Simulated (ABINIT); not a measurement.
# Ge (Fd-3m) in ABINIT: equation of state

How stiff is Ge in PBEsol, and what volume does it want? The cell is scaled to several volumes.

Everything below comes from runs of ABINIT 10.8.3 (patched build). Logs are shortened: lines on timing, memory, paths and dates and some standing lists are left out, and cuts for length are marked. The log counts tension as positive stress, the text compression.

**Experimental background.**

From “Sub-monolayer structures of Ag overlayers on Ge(111): experimental observations and first-principles study”, 2019, arxiv:1908.00180, for a bulk crystal of Ge: bulk modulus 75.8 GPa.

The results are compared with them further down.

**1. The structure**

Symmetry: Fd-3m, No. 227, cubic system. Conventional cell: a = 5.658 Å, b = 5.658 Å, c = 5.658 Å, α = 90.00°, β = 90.00°, γ = 90.00°. Ge (site symmetry -43m) has 4 Ge at 2.45 Å as nearest neighbours.

**2. Equation of state, PBEsol**

run.abi reads:

```
# Datasets: one volume each
ndtset 7
getwfk -1
scalecart1 3*0.9795861087
scalecart2 3*0.9864848297
scalecart3 3*0.9932883884
scalecart4 3*1.0000000000
scalecart5 3*1.0066227096
scalecart6 3*1.0131594038
scalecart7 3*1.0196128224

# Pseudopotentials
pp_dirpath "./"
pseudos "Ge.upf"

# Structure
acell 7.5601949712 7.5601949712 7.5601949712
rprim
     0.0000000000     0.7071067812     0.7071067812
     0.7071067812     0.0000000000     0.7071067812
     0.7071067812     0.7071067812     0.0000000000
ntypat 1
znucl 32
natom 2
typat 1 1
xred
     0.7500000000     0.7500000000     0.7500000000
     0.5000000000     0.5000000000     0.5000000000

# Plane-wave basis
ecut 1061.244064 eV

# k points
kptopt 1
ngkpt 8 8 8
nshiftk 1
shiftk 0.0 0.0 0.0

# Exchange and correlation
ixc -116133

# Bands and occupations
nband 18
occopt 3
tsmear 0.00183747

# SCF cycle
nstep 100
tolvrs 1.0e-10

# Output
iomode 3
prtwf 1
prtden 0
prteig 0
prtebands 0
enunit 1
```

Potentials or basis: PseudoDojo NC SR PBEsol v0.4.1 standard.

Command:

```sh
abinit run.abi > log 2>&1
```

run.abo:

```text
.Version 10.8.3 of ABINIT
 DATASET    1 : space group Fd -3 m (#227); Bravais cF (face-center cubic)
================================================================================
 Values of the parameters that define the memory need for DATASET  1.
     intxc =       0    ionmov =       0      iscf =       7    lmnmax =       6
     lnmax =       6     mgfft =      45  mpssoang =       3    mqgrid =    3001
     natom =       2  nloc_mem =       1    nspden =       1   nspinor =       1
    nsppol =       1      nsym =      48    n1xccc =    2501    ntypat =       1
    occopt =       3   xclevel =       2
       mpw =        3363          nfft =       91125          nkpt =          29
================================================================================
================================================================================
[... 61 lines left out ...]
 DATASET    7 : space group Fd -3 m (#227); Bravais cF (face-center cubic)
================================================================================
 Values of the parameters that define the memory need for DATASET  7.
     intxc =       0    ionmov =       0      iscf =       7    lmnmax =       6
     lnmax =       6     mgfft =      45  mpssoang =       3    mqgrid =    3001
     natom =       2  nloc_mem =       1    nspden =       1   nspinor =       1
    nsppol =       1      nsym =      48    n1xccc =    2501    ntypat =       1
    occopt =       3   xclevel =       2
       mpw =        3779          nfft =       91125          nkpt =          29
================================================================================
================================================================================

--------------------------------------------------------------------------------
------------- Echo of variables that govern the present computation ------------
--------------------------------------------------------------------------------
 -outvars: echo values of preprocessed input variables --------
            acell      7.5601949712E+00  7.5601949712E+00  7.5601949712E+00 Bohr
              amu      7.26100000E+01
             ecut      3.90000000E+01 Hartree
           enunit           1
           getwfk          -1
              ixc     -116133
           jdtset        1    2    3    4    5    6    7
         kptrlatt        8    0    0      0    8    0      0    0    8
          kptrlen1     5.92468958E+01
          kptrlen2     5.96641412E+01
          kptrlen3     6.00756310E+01
          kptrlen4     6.04815598E+01
          kptrlen5     6.08821116E+01
          kptrlen6     6.12774610E+01
          kptrlen7     6.16677739E+01
            natom           2
            nband          18
           ndtset           7
            ngfft          45      45      45
             nkpt          29
            nstep         100
             nsym          48
           ntypat           1
           occopt           3
           prtden           0
        prtebands           0
           prteig           0
            rprim1     0.0000000000E+00  6.9267198023E-01  6.9267198023E-01
                       6.9267198023E-01  0.0000000000E+00  6.9267198023E-01
                       6.9267198023E-01  6.9267198023E-01  0.0000000000E+00
            rprim2     0.0000000000E+00  6.9755011263E-01  6.9755011263E-01
                       6.9755011263E-01  0.0000000000E+00  6.9755011263E-01
                       6.9755011263E-01  6.9755011263E-01  0.0000000000E+00
            rprim3     0.0000000000E+00  7.0236095512E-01  7.0236095512E-01
                       7.0236095512E-01  0.0000000000E+00  7.0236095512E-01
                       7.0236095512E-01  7.0236095512E-01  0.0000000000E+00
            rprim4     0.0000000000E+00  7.0710678120E-01  7.0710678120E-01
                       7.0710678120E-01  0.0000000000E+00  7.0710678120E-01
                       7.0710678120E-01  7.0710678120E-01  0.0000000000E+00
            rprim5     0.0000000000E+00  7.1178974407E-01  7.1178974407E-01
                       7.1178974407E-01  0.0000000000E+00  7.1178974407E-01
                       7.1178974407E-01  7.1178974407E-01  0.0000000000E+00
            rprim6     0.0000000000E+00  7.1641188486E-01  7.1641188486E-01
                       7.1641188486E-01  0.0000000000E+00  7.1641188486E-01
                       7.1641188486E-01  7.1641188486E-01  0.0000000000E+00
            rprim7     0.0000000000E+00  7.2097514092E-01  7.2097514092E-01
                       7.2097514092E-01  0.0000000000E+00  7.2097514092E-01
                       7.2097514092E-01  7.2097514092E-01  0.0000000000E+00
          spgroup         227
           tolvrs      1.00000000E-10
           tsmear      1.83747000E-03 Hartree
            typat      1  1
           xangst1     4.1567414054E+00  4.1567414054E+00  4.1567414054E+00
                       2.7711609369E+00  2.7711609369E+00  2.7711609369E+00
           xangst2     4.1860151966E+00  4.1860151966E+00  4.1860151966E+00
                       2.7906767978E+00  2.7906767978E+00  2.7906767978E+00
           xangst3     4.2148851795E+00  4.2148851795E+00  4.2148851795E+00
                       2.8099234530E+00  2.8099234530E+00  2.8099234530E+00
           xangst4     4.2433649972E+00  4.2433649972E+00  4.2433649972E+00
                       2.8289099981E+00  2.8289099981E+00  2.8289099981E+00
           xangst5     4.2714675713E+00  4.2714675713E+00  4.2714675713E+00
                       2.8476450475E+00  2.8476450475E+00  2.8476450475E+00
           xangst6     4.2992051507E+00  4.2992051507E+00  4.2992051507E+00
                       2.8661367671E+00  2.8661367671E+00  2.8661367671E+00
           xangst7     4.3265893613E+00  4.3265893613E+00  4.3265893613E+00
                       2.8843929075E+00  2.8843929075E+00  2.8843929075E+00
            xcart1     7.8551028325E+00  7.8551028325E+00  7.8551028325E+00
                       5.2367352216E+00  5.2367352216E+00  5.2367352216E+00
            xcart2     7.9104222805E+00  7.9104222805E+00  7.9104222805E+00
                       5.2736148537E+00  5.2736148537E+00  5.2736148537E+00
            xcart3     7.9649786414E+00  7.9649786414E+00  7.9649786414E+00
                       5.3099857609E+00  5.3099857609E+00  5.3099857609E+00
            xcart4     8.0187976970E+00  8.0187976970E+00  8.0187976970E+00
                       5.3458651313E+00  5.3458651313E+00  5.3458651313E+00
            xcart5     8.0719038655E+00  8.0719038655E+00  8.0719038655E+00
                       5.3812692437E+00  5.3812692437E+00  5.3812692437E+00
            xcart6     8.1243202939E+00  8.1243202939E+00  8.1243202939E+00
                       5.4162135293E+00  5.4162135293E+00  5.4162135293E+00
            xcart7     8.1760689521E+00  8.1760689521E+00  8.1760689521E+00
                       5.4507126347E+00  5.4507126347E+00  5.4507126347E+00
             xred      7.5000000000E-01  7.5000000000E-01  7.5000000000E-01
                       5.0000000000E-01  5.0000000000E-01  5.0000000000E-01
            znucl       32.00000

================================================================================

 chkinp: Checking input parameters for consistency, jdtset=   1.

 chkinp: Checking input parameters for consistency, jdtset=   2.
[... 29 lines left out ...]
 getcut: wavevector=  0.0000  0.0000  0.0000  ngfft=  45  45  45
         ecut(hartree)=     39.000   => boxcut(ratio)=   2.11339

--- Pseudopotential description ------------------------------------------------
- pspini: atom type   1  psp file is ./Ge.upf
12 -116133 2 -1 1560                          pspcod,pspxc,lmax,lloc,mmax
     nproj     2     2     2

   1.72858076E+03                                ecore*ucvol(ha*bohr**3)
--------------------------------------------------------------------------------

================================================================================

--- !BeginCycle
iteration_state: {dtset: 1, }
solver: {iscf: 7, nstep: 100, nline: 4, wfoptalg: 0, }
tolerances: {tolvrs: 1.00E-10, }
...
[... 986 lines left out ...]
-Cartesian components of stress tensor (GPa)         [Pressure= -2.9066E+00 GPa]
- sigma(1 1)=  2.90659997E+00  sigma(3 2)=  0.00000000E+00
- sigma(2 2)=  2.90659997E+00  sigma(3 1)=  0.00000000E+00
- sigma(3 3)=  2.90659997E+00  sigma(2 1)=  0.00000000E+00

== END DATASET(S) ==============================================================
================================================================================

 -outvars: echo values of variables after computation  --------
            acell      7.5601949712E+00  7.5601949712E+00  7.5601949712E+00 Bohr
           etotal1    -1.7840115371E+02
           etotal2    -1.7840212883E+02
           etotal3    -1.7840273544E+02
           etotal4    -1.7840301952E+02
           etotal5    -1.7840302154E+02
           etotal6    -1.7840276425E+02
           etotal7    -1.7840227418E+02
            fcart1    -5.1418395416E-29  2.5709197708E-28 -2.5709197708E-28
                       5.1418395416E-29 -2.5709197708E-28  2.5709197708E-28
            fcart2    -0.0000000000E+00 -0.0000000000E+00 -0.0000000000E+00
                      -0.0000000000E+00 -0.0000000000E+00 -0.0000000000E+00
            fcart3     1.3152669069E-28 -9.9833512212E-29  1.2518805500E-28
                      -1.3152669069E-28  9.9833512212E-29 -1.2518805500E-28
            fcart4    -1.0073749176E-28  3.7776559411E-28 -6.5479369646E-28
                       1.0073749176E-28 -3.7776559411E-28  6.5479369646E-28
            fcart5    -5.5552632447E-45  2.0014945183E-28 -2.0014945183E-28
                       5.5552632447E-45 -2.0014945183E-28  2.0014945183E-28
[... 38 lines left out ...]
                       0.0000000000E+00  0.0000000000E+00  0.0000000000E+00
           xangst1     4.1567414054E+00  4.1567414054E+00  4.1567414054E+00
                       2.7711609369E+00  2.7711609369E+00  2.7711609369E+00
           xangst2     4.1860151966E+00  4.1860151966E+00  4.1860151966E+00
                       2.7906767978E+00  2.7906767978E+00  2.7906767978E+00
           xangst3     4.2148851795E+00  4.2148851795E+00  4.2148851795E+00
                       2.8099234530E+00  2.8099234530E+00  2.8099234530E+00
           xangst4     4.2433649972E+00  4.2433649972E+00  4.2433649972E+00
                       2.8289099981E+00  2.8289099981E+00  2.8289099981E+00
           xangst5     4.2714675713E+00  4.2714675713E+00  4.2714675713E+00
                       2.8476450475E+00  2.8476450475E+00  2.8476450475E+00
           xangst6     4.2992051507E+00  4.2992051507E+00  4.2992051507E+00
                       2.8661367671E+00  2.8661367671E+00  2.8661367671E+00
           xangst7     4.3265893613E+00  4.3265893613E+00  4.3265893613E+00
                       2.8843929075E+00  2.8843929075E+00  2.8843929075E+00
             xred      7.5000000000E-01  7.5000000000E-01  7.5000000000E-01
                       5.0000000000E-01  5.0000000000E-01  5.0000000000E-01
 Calculation completed.
```

It took 4.1 min on 1 thread of Intel Xeon 6975P-C (Granite Rapids), shared host; peak memory 0.14 GiB.

Results:

```
Equilibrium volume                      : 22.86 Å³/atom
Bulk modulus                            : 66 GPa
Pressure derivative of the bulk modulus : 4.8 (rough: it moves with the points fitted)
```

Energy against volume, from the lowest point:
| volume (Å³/atom) | energy (meV/atom) |
| --- | --- |
| 21.281 | 25.41 |
| 21.733 | 12.15 |
| 22.186 | 3.89 |
| 22.639 | 0.03 |
| 23.092 | 0.00 |
| 23.545 | 3.50 |
| 23.997 | 10.17 |

Caveat: pressures at fixed basis lie under the slope of the energies.

**3. How close it comes**

Step 2. A measured bulk modulus of Ge is 75.8 GPa (quoted in “Sub-monolayer structures of Ag overlayers on Ge(111): experimental observations and first-principles study”, 2019, arxiv:1908.00180); the calculated 66 GPa misses it by -12.8 %. The fit is for a static lattice scaled at fixed shape and fixed fractional positions. The cell as given is a measured one (22.64 Å³/atom); PBEsol puts the equilibrium volume +1.0 % from it, thermal expansion not counted.
